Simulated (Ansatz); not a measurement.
## A strain series on NaCl (CsCl type): biaxial in x and y, z held

NaCl (CsCl type), relaxed with r2SCAN in the PAW code Ansatz, then strained (biaxial in x and y, z held; changes of length per length, axes as in the cell below) with the atoms relaxed again within the symmetry that is left. The symmetry is Pm-3m (No. 221, cubic); conventional cell a = 3.460 Å, 20.70 Å³ an atom. Na has 8 Cl at 3.00 Å; Cl has 8 Na at 3.00 Å. Values at 0 K without nuclear motion; spin polarisation is off, and the phase may be a hypothetical one.

```
Na Cl
1.0
     3.45955    0.00000    0.00000
     0.00000    3.45955    0.00000
     0.00000    0.00000    3.45955
Na Cl
1 1
Direct
  0.00000 0.00000 0.00000
  0.50000 0.50000 0.50000
```

Gaps are the least over each mesh (PBE 8×8×8, r2SCAN 8×8×8, HSE06 6×6×6 when unstrained) and the special points, which keep their unstrained names; stress is the change from the unstrained cell, compression positive.

```
strain (%)  gap, PBE (eV)  gap, r2SCAN (eV)  gap, HSE06 (eV)  edges, HSE06  in-plane stress, r2SCAN (GPa)  energy rise, r2SCAN (meV/atom)
       0.0          4.105             4.916            5.429         M → Γ                           0.00                             0.0
     +1.15          3.977             4.780            5.295         M → Γ                          -0.96                             1.4
     +2.13          3.869             4.666            5.182         M → Γ                          -1.68                             4.7
     +5.36          3.525             4.300            4.820         M → Γ                          -3.63                            28.0
     +5.91          3.469             4.240            4.760         M → Γ                          -3.89                            33.6
```

The meshes of the hybrids are coarse, so their gaps aren't converged to the digits shown.
